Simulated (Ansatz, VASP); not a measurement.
# Two plane-wave programs on AlNi

File INCAR:

```
SYSTEM = AlNi
ALGO     = Fast           ! electronic algorithm
EDIFF    = 1E-6           ! SCF threshold, eV
ENCUT    = 520            ! plane-wave cutoff, eV
GGA      = PE             ! functional
ISIF     = 2              ! what is computed and relaxed
ISMEAR   = 0              ! smearing method
LASPH    = .True.         ! aspherical terms in the spheres
LCHARG   = .False.        ! write CHGCAR
LREAL    = .False.        ! projectors in reciprocal space
LWAVE    = .False.        ! write WAVECAR
NBANDS   = 14             ! bands
NELM     = 100            ! most SCF steps
PREC     = Accurate       ! precision mode
SIGMA    = 0.15           ! smearing width, eV
```

KPOINTS

```
k-points
0
Gamma
  20 20 18
  0 0 0
```

The input POSCAR:

```
AlNi
1.0
    1.9652547526     -1.9799495047      0.0000000000
    1.9652547526      1.9799495047      0.0000000000
    0.0000000000      0.0000000000      3.0162175332
Al Ni
1 1
Direct
    0.0000000000      0.0000000000      0.0000000000
    0.5000000000      0.5000000000      0.5000000000
```

Input for Ansatz:

```yaml
crystal:
  lattice:
    - [1.9652547526, -1.9799495047, 0.0]
    - [1.9652547526, 1.9799495047, 0.0]
    - [0.0, 0.0, 3.0162175332]
  atoms:
    - { symbol: Al, position: [0.0, 0.0, 0.0] }
    - { symbol: Ni, position: [0.5, 0.5, 0.5] }
basis:
  ecutwfc: 420
kpoints:
  mp_grid: { grid: [20, 20, 18] }
hamiltonian:
  xc: pbe
scf:
  occupations: { method: gaussian, width: 0.15 }
output:
  forces: true
  stress: true
  eigenvalues: true
```

Alike in both runs: task single point; functional PBE; k mesh 20 × 20 × 18; occupations gaussian, width 0.15 eV; no spin polarisation.

```csv
,VASP,Ansatz
version,VASP 6.6.1,Ansatz 0.2.0
potentials or method,"VASP PAW PBE potentials, release 64 (Al, Ni)","scalar-relativistic, plane waves, PAW"
plane-wave cutoff (eV),520,420
valence electrons in the cell,13,21
```

|  | VASP | Ansatz | Ansatz less VASP |
| --- | --- | --- | --- |
| gap on the k mesh at the Fermi level (eV) | none | none | - |
| pressure (GPa) | 5.5 | 5.6 | +0.08 |
| largest component of the traceless stress (GPa) | 3.07 | 2.99 | -0.081 |

A gap of «none» marks a metal or a gap that the smearing closes. The two sets of potentials don't hold the same shells in valence.

Spin polarisation is off, so any magnetic state and its effect on volume and gap are missing.
